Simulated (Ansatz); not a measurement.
**NaCl (NiAs type): optical response by level**

Aim: the dielectric function of NaCl (NiAs type) in the independent-particle picture, and how it depends on the functional and on the gap. The runs, in order: HSE06 for the gap; optics with PBE on 6×6×4; optics with r2SCAN on 6×6×4; optics with PBE and scissors to the HSE06 gap on 6×6×4.

Program: Ansatz 0.2.0. Level of theory: plane waves, PAW; no local fields, no excitons. These are calculated values, not measurements.

### Step 1. The starting structure

Symmetry: P6_3/mmc, No. 194, hexagonal system. Conventional cell: a = 3.892 Å, b = 3.892 Å, c = 6.737 Å, α = 90.00°, β = 90.00°, γ = 120.00°. Na (site symmetry -3m) has 6 Cl at 2.81 Å as nearest neighbours. Cl (site symmetry -6m2) is surrounded by 6 Na at 2.81 Å.

Coordinates:

```
Na Cl
1.0
     3.89227    0.00000    0.00000
    -1.94614    3.37081    0.00000
     0.00000    0.00000    6.73682
Na Cl
2 2
Direct
  0.00000 0.00000 0.00000
  0.00000 0.00000 0.50000
  0.33333 0.66667 0.25000
  0.66667 0.33333 0.75000
```

The cell was relaxed beforehand with r2SCAN; those runs aren't shown.

### Step 2. HSE06 levels at special points

input.yaml

```yaml
crystal:
  lattice:
    - [3.8922715004, 0.0, 0.0]
    - [-1.9461357502, 3.3708059977, 0.0]
    - [0.0, 0.0, 6.7368164122]
  atoms:
    - { symbol: Na, position: [0.0, 0.0, 0.0] }
    - { symbol: Na, position: [0.0, 0.0, 0.5] }
    - { symbol: Cl, position: [0.3333333333, 0.6666666667, 0.25] }
    - { symbol: Cl, position: [0.6666666667, 0.3333333333, 0.75] }
kpoints:
  mp_grid: { grid: [6, 6, 2] }
  band_path:
    path:
      - [0.0, 0.0, 0.0]
      - [0.5, 0.0, 0.0]
      - [0.3333333333, 0.3333333333, 0.0]
      - [0.0, 0.0, 0.5]
      - [0.5, 0.0, 0.5]
      - [0.3333333333, 0.3333333333, 0.5]
    npoints: 1
hamiltonian:
  xc: hse06
scf:
  occupations: { method: fixed }
  n_extra_bands: 5
output:
  forces: true
  stress: true
  eigenvalues: true
```

The run is started by

```console
ansatz run input.yaml --threads 4 --pin off --max-ram 3686MiB --backend cpu --events-out ev --progress --plain --runs-dir out
```

Further steps of the session: Optics, PBE; Optics, r2SCAN; Optics, PBE with a scissors shift.

Q: Predict the results of all the runs planned. Wanted: ε∞, PBE; ε∞, r2SCAN; tallest peak of ε₂, PBE; tallest peak of ε₂, r2SCAN; HSE06 direct gap.

**Answer**, as computed:

```
                                  quantity                     value
                                   ε∞, PBE  2.76 (xx, yy), 2.78 (zz)
                                ε∞, r2SCAN  2.58 (xx, yy), 2.61 (zz)
                ε∞, PBE + 1.38 eV scissors  2.55 (xx, yy), 2.57 (zz)
                   tallest peak of ε₂, PBE            6.3 at 9.95 eV
                tallest peak of ε₂, r2SCAN           5.8 at 10.70 eV
tallest peak of ε₂, PBE + 1.38 eV scissors           6.3 at 11.35 eV
                          HSE06 direct gap                   6.45 eV
```

What this shows: From PBE to PBE + 1.38 eV scissors the direct gap grows from 5.07 to 6.45 eV, and ε∞ goes from 2.77 to 2.55 (mean of the axes): a wider gap screens less. The response is anisotropic: with PBE ε∞ is 2.76 (xx, yy), 2.78 (zz). Local fields and excitons are left out: both change ε∞, and without excitons the onset lacks its lines.
